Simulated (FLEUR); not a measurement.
# Sn (I4/mmm) in FLEUR: convergence with Kmax

Aim: find how far Kmax must go before the results for Sn settle, at PBE. This setting moves, with any that are tied to it; all else stays.

Program: FLEUR MaX-R8.1 (later development tree). These are calculated values, not measurements. Logs are shortened: lines on timing, memory, paths and dates and some standing lists are left out, and cuts for length are marked.

### Step 1. The crystal as given

Symmetry: I4/mmm, No. 139, tetragonal system. The conventional cell has a = 4.058 Å, b = 4.058 Å, c = 3.322 Å, α = 90.00°, β = 90.00°, γ = 90.00°. Around Sn (site symmetry 4/mmm) lie 10 Sn at 3.32 Å.

This isn't the form of Sn at room conditions, which is tetragonal (white tin).

### Step 2. With Kmax 2.6

File inp.xml:

```xml
<?xml version="1.0" encoding="UTF-8" standalone="no"?>
<fleurInput fleurInputVersion="0.39">
   <comment>
      Sn                                                                                                  
   </comment>
   <calculationSetup>
      <cutoffs Kmax="2.6" Gmax="16.5" GmaxXC="16.5" numbands="0"/>
      <scfLoop itmax="60" minDistance="0.00001" maxIterBroyd="15" imix="Anderson" alpha="0.05" precondParam="0.0" spinf="2.0" sdNocoIR="T"/>
      <coreElectrons ctail="T" frcor="F" kcrel="0" coretail_lmax="0"/>
      <xcFunctional name="pbe" relativisticCorrections="F"/>
      <magnetism jspins="1"/>
      <soc l_soc="F" theta="0.0" phi="0.0" spav="F"/>
      <expertModes spex="0" secvar="F"/>
      <geometryOptimization l_f="T" forcealpha="1.0" forcemix="BFGS" epsdisp="0.0005" epsforce="0.0002"/>
      <ldaU l_linMix="F" mixParam="0.05" spinf="1.0"/>
   </calculationSetup>
   <cell>
      <bzIntegration valenceElectrons="22.0" mode="hist" fermiSmearingEnergy="0.00183747">
         <kPointListSelection listName="default-1"/>
         <!-- k-points included here -->
         <xi:include xmlns:xi="http://www.w3.org/2001/XInclude" href="kpts.xml"> </xi:include>
      </bzIntegration>
      <!-- symmetry operations included here -->
      <xi:include xmlns:xi="http://www.w3.org/2001/XInclude" href="sym.xml"> </xi:include>
      <bulkLattice scale="1.0">
         <bravaisMatrix>
            <row-1>   -3.8346122417283861     3.8346122417283861     3.1383815390375442</row-1>
            <row-2>    3.8346122417283861    -3.8346122417283861     3.1383815390375442</row-2>
            <row-3>    3.8346122417283861     3.8346122417283861    -3.1383815390375442</row-3>
         </bravaisMatrix>
      </bulkLattice>
   </cell>
   <atomSpecies>
      <species name="Tin (Sn)" element="Sn" atomicNumber="50">
         <mtSphere radius="2.66" gridPoints="879" logIncrement="0.015"/>
         <atomicCutoffs lmax="10" lnonsphr="10"/>
         <electronConfig flipSpins="F">
            <coreConfig>(1s1/2) (2s1/2) (2p1/2) (2p3/2) (3s1/2) (3p1/2) (3p3/2) (3d3/2) (3d5/2)</coreConfig>
            <valenceConfig>(4s1/2) (4p1/2) (4p3/2) (5s1/2) (4d3/2) (4d5/2) (5p1/2) (5p3/2)</valenceConfig>
            <stateOccupation state="(5p1/2)" spinUp="0.333333" spinDown="0.333333"/>
            <stateOccupation state="(5p3/2)" spinUp="0.666667" spinDown="0.666667"/>
         </electronConfig>
         <energyParameters s="5" p="5" d="4" f="4"/>
         <lo type="SCLO" l="0" n="4" eDeriv="0"/>
         <lo type="SCLO" l="1" n="4" eDeriv="0"/>
         <lo type="SCLO" l="1" n="4" eDeriv="1"/>
         <lo type="SCLO" l="2" n="4" eDeriv="2"/>
         <lo type="SCLO" l="3" n="4" eDeriv="2"/>
      </species>
   </atomSpecies>
   <atomGroups>
      <atomGroup species="Tin (Sn)">
         <relPos label="                   1">.0000000000 .0000000000 .0000000000</relPos>
         <force calculate="T" relaxXYZ="TTT"/>
      </atomGroup>
   </atomGroups>
   <output dos="F" band="F" slice="F">
      <checks vchk="F" cdinf="F"/>
      <bandDOS minEnergy="-.5*Htr" maxEnergy="0.5*Htr" sigma="0.015" storeEVData="T"/>
      <vacuumDOS vacdos="F" integ="F" star="F" nstars="0" locx1="0.0" locy1="0.0" locx2="0.0" locy2="0.0" nstm="0" tworkf="0.0"/>
      <unfoldingBand unfoldBand="F" supercellX="1" supercellY="1" supercellZ="1"/>
      <plotting iplot="0" polar="F">
         <plot TwoD="T" vec1="  1.0  0.0  0.0" vec2="  0.0  1.0  0.0" vec3="  0.0  0.0  1.0" zero="  0.0  0.0  0.0" file="plot"/>
      </plotting>
      <chargeDensitySlicing numkpt="0" minEigenval="0.0" maxEigenval="0.0" nnne="0" pallst="F"/>
      <specialOutput eonly="F"/>
      <moessbauerParams electricFieldGradient="T" isomerShift="T" coreHyperfine="T" valenceHyperfine="T"/>
      <magneticCircularDichroism mcd="F" energyLo="-10.0" energyUp="0.0"/>
   </output>
  <!-- We include the file relax.xml here to enable relaxations (see documentation) -->
  <xi:include xmlns:xi="http://www.w3.org/2001/XInclude" href="relax.xml"> <xi:fallback/> </xi:include>
</fleurInput>
```

File crystal.txt:

```
Sn
&input cartesian=F /
-2.0291894110  2.0291894110  1.6607599896
2.0291894110  -2.0291894110  1.6607599896
2.0291894110  2.0291894110  -1.6607599896
1.8897261246
1.0 1.0 1.0

1
50 0.0000000000  0.0000000000  0.0000000000

&kpt div1=8 div2=8 div3=8 gamma=T /
```

Potentials or basis: all-electron, FLAPW.

Run with:

```
> inpgen -f crystal.txt -profile fastHighL
> # inp.xml edited to the form shown
> fleur_MPI
```

Log:

```text
Welcome to FLEUR        (www.flapw.de)
      MaX-Release 8.1          (www.max-centre.eu)

 ========== k-point set info ==========
 Selected k-point list: default-1
 k-point list type: mesh
 8 x 8 x 8
 Number of k points: 59

 ------------Calculation Setup---------------------------
 Number of MPI-tasks      :            1
 Number of PE/node        :            1
 Number of OMP-threads    :            1
 Most efficient MPI parallelization for:
           1          59
 Additional eigenvalue parallelization possible
 Number of basis functions:           98
 Approximate size of matrices (H+S) per k-point:         0.000 GB
 --------------------------------------------------------
 Iteration:     1   Distance:       4.53136893 me/bohr^3
 Iteration:     2   Distance:       4.28487509 me/bohr^3
 Iteration:     3   Distance:       0.36866448 me/bohr^3
 Iteration:     4   Distance:       0.18314510 me/bohr^3
 Iteration:     5   Distance:       0.15533589 me/bohr^3
 Iteration:     6   Distance:       0.00999486 me/bohr^3
 Iteration:     7   Distance:       0.00194096 me/bohr^3
 Iteration:     8   Distance:       0.00074036 me/bohr^3
 Iteration:     9   Distance:       0.00007823 me/bohr^3
 Iteration:    10   Distance:       0.00006084 me/bohr^3
 Iteration:    11   Distance:       0.00000754 me/bohr^3

 ********************************************************************
 Run finished successfully
 Stop message:
   Structural relaxation: Done
 ********************************************************************
```

out.xml (last iteration):

```text
<iteration numberForCurrentRun="   12" overallNumber="   12">
         <energyParameters units="Htr">
            <atomicEP atomType="1" spin="1" branch="5s" branchLowest="-4.48" branchHighest="0.66" value="-0.0068017711"/>
            <atomicEP atomType="1" spin="1" branch="5p" branchLowest="-2.86" branchHighest="1.27" value="0.2141493065"/>
            <atomicEP atomType="1" spin="1" branch="4d" branchLowest="-16.94" branchHighest="-0.49" value="-0.5030750664"/>
            <atomicEP atomType="1" spin="1" branch="4f" branchLowest="-9.99" branchHighest="1.79" value="0.5687636824"/>
            <loAtomicEP atomType="1" spin="1" branch="4s" branchLowest="-30.60" branchHighest="-4.48" value="-4.4831346153"/>
            <loAtomicEP atomType="1" spin="1" branch="4p" branchLowest="-25.21" branchHighest="-2.86" value="-2.8673319431"/>
            <loAtomicEP atomType="1" spin="1" branch="4p" branchLowest="-25.21" branchHighest="-2.86" value="-2.8673319431"/>
            <loAtomicEP atomType="1" spin="1" branch="4d" branchLowest="-16.94" branchHighest="-0.49" value="-0.5157390261"/>
            <loAtomicEP atomType="1" spin="1" branch="4f" branchLowest="-9.99" branchHighest="1.79" value="0.5687654718"/>
         </energyParameters>
         <eigenvalues>
            <eigenvaluesAt spin="1" ikpt="1" k_x="0.00000000" k_y="0.00000000" k_z="0.00000000">
                      -4.4831286754       -2.8588673886       -2.8586823123       -2.8586823123       -0.5218671011
                      -0.5186132356       -0.5177688094       -0.5177688094       -0.5121853055       -0.1424229387
                       0.5124729108        0.5124729108        0.6077962615        0.6416605404        0.6852343385
                       0.7228664019        0.7228664019        0.7930926249
            </eigenvaluesAt>
            <eigenvaluesAt spin="1" ikpt="2" k_x="0.00000000" k_y="0.00000000" k_z="0.12500000">
[... 55 lines left out ...]
         </moessbauerParams>
         <totalEnergy                                    value="    -6179.0673237010" units="Htr">
            <sumOfEigenvalues                            value="    -3728.7498043121">
               <coreElectrons value="-3697.8573285209"/>
               <valenceElectrons value="-30.8924757911"/>
            </sumOfEigenvalues>
            <densityCoulombPotentialIntegral value="-10018.6241028015"/>
            <densityEffectivePotentialIntegral value="-10234.4538194977"/>
            <chargeDenXCDenIntegral value="-165.3849426890"/>
            <FockExchangeEnergyValence value="0.0000000000"/>
            <FockExchangeEnergyCore value="0.0000000000"/>
            <atomTypeDependentContributions atomType="1">
               <electronNucleiInteractionDifferentMTs value="7487.0182447938"/>
               <MadelungTerm value="-23.0561000032"/>
            </atomTypeDependentContributions>
            <tkbTimesEntropy value="0.0001716697"/>
            <freeEnergy value="-6179.0674953707"/>
            <extrapolationTo0K value="-6179.0674095358"/>
         </totalEnergy>
         <totalForcesOnRepresentativeAtoms units="Htr/bohr">
            <forceTotal atomType="1" x="0.000000" y="0.000000" z="0.000000" F_x="0.00000000" F_y="0.00000000" F_z="0.00000000"/>
         </totalForcesOnRepresentativeAtoms>
      </iteration>
```

It took 17 s on 1 thread of Arm Neoverse V2, shared host; peak memory 0.07 GiB.

Results:

* Free energy: -168140.9923 eV
* Band gap on the k mesh: none (metal or under the smearing width)
* Valence electrons inside the program's atomic spheres: Sn 20.16 (radii Sn 2.66 bohr)

### Step 3. With Kmax 3

Changes to inp.xml since step 2:

```diff
@@ -6,3 +6,3 @@
    <calculationSetup>
-      <cutoffs Kmax="2.6" Gmax="16.5" GmaxXC="16.5" numbands="0"/>
+      <cutoffs Kmax="3.0" Gmax="16.5" GmaxXC="16.5" numbands="0"/>
       <scfLoop itmax="60" minDistance="0.00001" maxIterBroyd="15" imix="Anderson" alpha="0.05" precondParam="0.0" spinf="2.0" sdNocoIR="T"/>
```

crystal.txt is that of step 2.

Potentials or basis: all-electron, FLAPW.

Run with:

```
> inpgen -f crystal.txt -profile fastHighL
> # inp.xml edited to the form shown
> fleur_MPI
```

It took 20 s on 1 thread of Arm Neoverse V2, shared host; peak memory 0.07 GiB.

Results:

```
Free energy                                           : -168141.3776 eV
Band gap on the k mesh                                : none (metal or under the smearing width)
Valence electrons inside the program's atomic spheres : Sn 20.17 (radii Sn 2.66 bohr)
```

### Step 4. With Kmax 3.4

Changes to inp.xml since step 3:

```diff
@@ -6,3 +6,3 @@
    <calculationSetup>
-      <cutoffs Kmax="3.0" Gmax="16.5" GmaxXC="16.5" numbands="0"/>
+      <cutoffs Kmax="3.4" Gmax="16.5" GmaxXC="16.5" numbands="0"/>
       <scfLoop itmax="60" minDistance="0.00001" maxIterBroyd="15" imix="Anderson" alpha="0.05" precondParam="0.0" spinf="2.0" sdNocoIR="T"/>
```

crystal.txt is that of step 3.

Run with:

```
> inpgen -f crystal.txt -profile fastHighL
> # inp.xml edited to the form shown
> fleur_MPI
```

Run time: 25 s. Hardware: 1 thread of Arm Neoverse V2, shared host; peak memory 0.07 GiB.

Results:

```yaml
Free_energy: -168141.4701 eV
Band_gap_on_the_k_mesh: none (metal or under the smearing width)
Valence_electrons_inside_the_program's_atomic_spheres: Sn 20.18 (radii Sn 2.66 bohr)
```

### Step 5. With Kmax 3.8

Changes to inp.xml since step 4:

```diff
@@ -6,3 +6,3 @@
    <calculationSetup>
-      <cutoffs Kmax="3.4" Gmax="16.5" GmaxXC="16.5" numbands="0"/>
+      <cutoffs Kmax="3.8" Gmax="16.5" GmaxXC="16.5" numbands="0"/>
       <scfLoop itmax="60" minDistance="0.00001" maxIterBroyd="15" imix="Anderson" alpha="0.05" precondParam="0.0" spinf="2.0" sdNocoIR="T"/>
```

crystal.txt is that of step 4.

Run with:

```
> inpgen -f crystal.txt -profile fastHighL
> # inp.xml edited to the form shown
> fleur_MPI
```

Run time: 29 s. Hardware: 1 thread of Arm Neoverse V2, shared host; peak memory 0.07 GiB.

Results:

| Property | Result |
| --- | --- |
| Free energy | -168141.4903 eV |
| Band gap on the k mesh | none (metal or under the smearing width) |
| Valence electrons inside the program's atomic spheres | Sn 20.18 (radii Sn 2.66 bohr) |

### Step 6. With Kmax 4.2

Changes to inp.xml since step 5:

```diff
@@ -6,3 +6,3 @@
    <calculationSetup>
-      <cutoffs Kmax="3.8" Gmax="16.5" GmaxXC="16.5" numbands="0"/>
+      <cutoffs Kmax="4.2" Gmax="16.5" GmaxXC="16.5" numbands="0"/>
       <scfLoop itmax="60" minDistance="0.00001" maxIterBroyd="15" imix="Anderson" alpha="0.05" precondParam="0.0" spinf="2.0" sdNocoIR="T"/>
```

crystal.txt is that of step 5.

Potentials or basis: all-electron, FLAPW.

Run with:

```
> inpgen -f crystal.txt -profile fastHighL
> # inp.xml edited to the form shown
> fleur_MPI
```

Run time: 35 s. Hardware: 1 thread of Arm Neoverse V2, shared host; peak memory 0.07 GiB.

What came out:

```yaml
Free_energy: -168141.4943 eV
Band_gap_on_the_k_mesh: none (metal or under the smearing width)
Valence_electrons_inside_the_program's_atomic_spheres: Sn 20.18 (radii Sn 2.66 bohr)
```

### Step 7. With Kmax 4.6

Changes to inp.xml since step 6:

```diff
@@ -6,3 +6,3 @@
    <calculationSetup>
-      <cutoffs Kmax="4.2" Gmax="16.5" GmaxXC="16.5" numbands="0"/>
+      <cutoffs Kmax="4.6" Gmax="16.5" GmaxXC="16.5" numbands="0"/>
       <scfLoop itmax="60" minDistance="0.00001" maxIterBroyd="15" imix="Anderson" alpha="0.05" precondParam="0.0" spinf="2.0" sdNocoIR="T"/>
```

crystal.txt is that of step 6.

Run with:

```
> inpgen -f crystal.txt -profile fastHighL
> # inp.xml edited to the form shown
> fleur_MPI
```

It took 46 s on 1 thread of Arm Neoverse V2, shared host; peak memory 0.07 GiB.

What came out:

```
Free energy                                           : -168141.4950 eV
Band gap on the k mesh                                : none (metal or under the smearing width)
Valence electrons inside the program's atomic spheres : Sn 20.18 (radii Sn 2.66 bohr)
```

### Step 8. With Kmax 5

Changes to inp.xml since step 7:

```diff
@@ -6,3 +6,3 @@
    <calculationSetup>
-      <cutoffs Kmax="4.6" Gmax="16.5" GmaxXC="16.5" numbands="0"/>
+      <cutoffs Kmax="5.0" Gmax="16.5" GmaxXC="16.5" numbands="0"/>
       <scfLoop itmax="60" minDistance="0.00001" maxIterBroyd="15" imix="Anderson" alpha="0.05" precondParam="0.0" spinf="2.0" sdNocoIR="T"/>
```

crystal.txt is that of step 7.

Run with:

```
> inpgen -f crystal.txt -profile fastHighL
> # inp.xml edited to the form shown
> fleur_MPI
```

Wall time 60 s (1 thread of Arm Neoverse V2, shared host); peak memory 0.07 GiB.

Results:

| Item | Value |
| --- | --- |
| Free energy | -168141.4952 eV |
| Band gap on the k mesh | none (metal or under the smearing width) |
| Valence electrons inside the program's atomic spheres | Sn 20.18 (radii Sn 2.66 bohr) |

### Step 9. With Kmax 5.5

Changes to inp.xml since step 8:

```diff
@@ -6,3 +6,3 @@
    <calculationSetup>
-      <cutoffs Kmax="5.0" Gmax="16.5" GmaxXC="16.5" numbands="0"/>
+      <cutoffs Kmax="5.5" Gmax="16.5" GmaxXC="16.5" numbands="0"/>
       <scfLoop itmax="60" minDistance="0.00001" maxIterBroyd="15" imix="Anderson" alpha="0.05" precondParam="0.0" spinf="2.0" sdNocoIR="T"/>
```

crystal.txt is that of step 8.

Potentials or basis: all-electron, FLAPW.

Run with:

```
> inpgen -f crystal.txt -profile fastHighL
> # inp.xml edited to the form shown
> fleur_MPI
```

Run time: 87 s. Hardware: 1 thread of Arm Neoverse V2, shared host; peak memory 0.07 GiB.

What came out:

- Free energy: -168141.4953 eV
- Band gap on the k mesh: none (metal or under the smearing width)
- Valence electrons inside the program's atomic spheres: Sn 20.18 (radii Sn 2.66 bohr)

### Step 10. Result

| Kmax | energy less the tightest run, at zero smearing (meV/atom) | SCF cycles | CPU time (s) | peak memory (GiB) |
| --- | --- | --- | --- | --- |
| 2.6 | 503.08 | 12 | 17 | 0.07 |
| 3 | 117.73 | 13 | 20 | 0.07 |
| 3.4 | 25.19 | 13 | 25 | 0.07 |
| 3.8 | 4.94 | 13 | 29 | 0.07 |
| 4.2 | 0.99 | 13 | 35 | 0.07 |
| 4.6 | 0.23 | 13 | 46 | 0.07 |
| 5 | 0.07 | 13 | 60 | 0.07 |
| 5.5 | 0.00 | 13 | 87 | 0.07 |

Against the tightest run, the energy stays within 1 meV/atom from 4.2 on. The tightest run that finished is the yardstick and may itself not be fully converged.

Caveats: the cutoff is high for the widest sphere, where the basis turns nearly dependent and energies can drift low.
